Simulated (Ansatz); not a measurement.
**Ga2AsP: a single-point run**

Wanted: a converged single-point run for Ga2AsP, and a check of what comes out. The structure is shown as the input types it. The cell is built on a prototype (ordering on rocksalt) and needn't be the phase found in nature.

Method: density functional or hybrid calculation with the settings of its input, plane waves (as first typed), in Ansatz 0.2.0.

5 further runs of the same task are left out: 1 for a known fault of the program, 4 that didn't finish.

**1. Starting point**

The structure is tetragonal, space group P4/mmm (No. 123). Conventional cell: a = 3.671 Å, b = 3.671 Å, c = 5.312 Å, α = 90.00°, β = 90.00°, γ = 90.00°. P (site symmetry 4/mmm) is surrounded by 6 Ga at 2.60 to 2.66 Å. Ga (site symmetry 4/mmm) is surrounded by 4 As at 2.60 Å and 2 P at 2.66 Å. As (site symmetry 4/mmm) has 6 Ga at 2.60 to 2.66 Å as nearest neighbours. Ga (site symmetry 4/mmm) has 4 P at 2.60 Å and 2 As at 2.66 Å as nearest neighbours.

The input asks for a charge of +0.1 e on the cell.

Structure file:

```cif
data_structure
_symmetry_space_group_name_H-M 'P4/mmm'
_symmetry_Int_Tables_number 123
_cell_length_a 3.6706
_cell_length_b 3.6706
_cell_length_c 5.3120
_cell_angle_alpha 90.000
_cell_angle_beta 90.000
_cell_angle_gamma 90.000
_cell_volume 71.57
loop_
_atom_site_label
_atom_site_type_symbol
_atom_site_symmetry_multiplicity
_atom_site_Wyckoff_symbol
_atom_site_fract_x
_atom_site_fract_y
_atom_site_fract_z
_atom_site_occupancy
P1 P 1 a 0.00000 0.00000 0.00000 1
Ga1 Ga 1 b 0.00000 0.00000 0.50000 1
As1 As 1 d 0.50000 0.50000 0.50000 1
Ga2 Ga 1 c 0.50000 0.50000 0.00000 1
```

**2. Input and run**

input.yaml

```yaml
crystal:
  lattice:
    - [3.6705514945, 0.0, 0.0]
    - [0.0, 3.6705514945, 0.0]
    - [0.0, 0.0, 5.3120193956]
  atoms:
    - { symbol: P, position: [0.0, 0.0, 0.0] }
    - { symbol: Ga, position: [0.0, 0.0, 0.5] }
    - { symbol: As, position: [0.5, 0.5, 0.5] }
    - { symbol: Ga, position: [0.5, 0.5, 0.0] }
kpoints:
  mp_grid: { grid: [6, 6, 4] }
hamiltonian:
  xc: pbe
scf:
  occupations: { method: fermi_dirac, width: 0.02 }
  n_extra_bands: 5
  max_iter: 55
output:
  forces: true
  stress: true
  eigenvalues: true
total_charge: 0.1
```

Launch:

```sh
$ ansatz run input.yaml --threads 4 --pin off --max-ram 3686MiB --backend cpu --events-out ev --progress --plain --runs-dir out
```

**Question.** How will this run end, and is anything wrong with its input?

This run ends as converged. Convergence says nothing about whether the input makes sense.

In the input, total_charge is 0.1. The net charge is not the one intended, so the run treats another number of electrons.

Run again and compare: delete total_charge (the default then holds).
